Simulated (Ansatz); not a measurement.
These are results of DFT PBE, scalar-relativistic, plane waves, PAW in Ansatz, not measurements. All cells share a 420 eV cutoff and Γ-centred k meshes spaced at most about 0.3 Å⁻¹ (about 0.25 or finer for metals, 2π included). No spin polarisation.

Temperature and zero-point effects are left out.

Question: Which of these relaxed structures of Ba₅HfO₂ is the lowest in energy?
A. Space group P4mm (No. 99), tetragonal, a = 3.783 Å, c = 19.228 Å. Around Ba on its first site lie 4 O at 2.76 Å, 4 Ba at 3.78 Å, 1 O at 3.89 Å and 4 Ba at 4.21 Å; Ba on its second site has 1 O at 2.56 Å, 4 O at 2.75 Å, 4 Ba at 3.78 Å and 8 Ba at 4.11–4.21 Å; Hf is surrounded by 8 Ba at 3.63–3.66 Å and 4 Hf at 3.78 Å; O on its first site has 1 Ba at 2.48 Å and 4 Ba at 2.75 Å; 4 more sites not described.
B. Space group R-3m (No. 166), trigonal, a = 8.168 Å, c = 18.648 Å. Ba on a site of symmetry 2/m has 2 O at 2.61 Å, 2 Hf at 3.90 Å, 4 Ba at 4.08 Å and 6 Ba at 4.54–4.70 Å; Ba on a site of symmetry 3m is surrounded by 13 Ba at 4.54–4.96 Å, 3 Hf at 4.78 Å and 4 O at 4.87–5.00 Å; Hf has 2 O at 1.98 Å, 6 Ba at 3.90 Å and 6 Ba at 4.78 Å; O is surrounded by 1 Hf at 1.98 Å, 3 Ba at 2.61 Å, 1 O at 3.97 Å and 4 Ba at 4.87–5.00 Å.

Answer: B. The other, A, lies 164 meV/atom higher. Counting Ba or Hf atoms around O (for each partner element, those within 1.25 times its shortest distance or 1.15 times the sum of covalent radii, where it is the nearest in units of that sum or under 1.3): B has O 4; A has O 5. Both come from invented guesses.

Spin–orbit coupling, which can matter for Hf, is left out. Cells relaxed within their symmetry can be saddle points. Some structure types and database cells were kept out of the candidates from the start, so a known form may be missing.
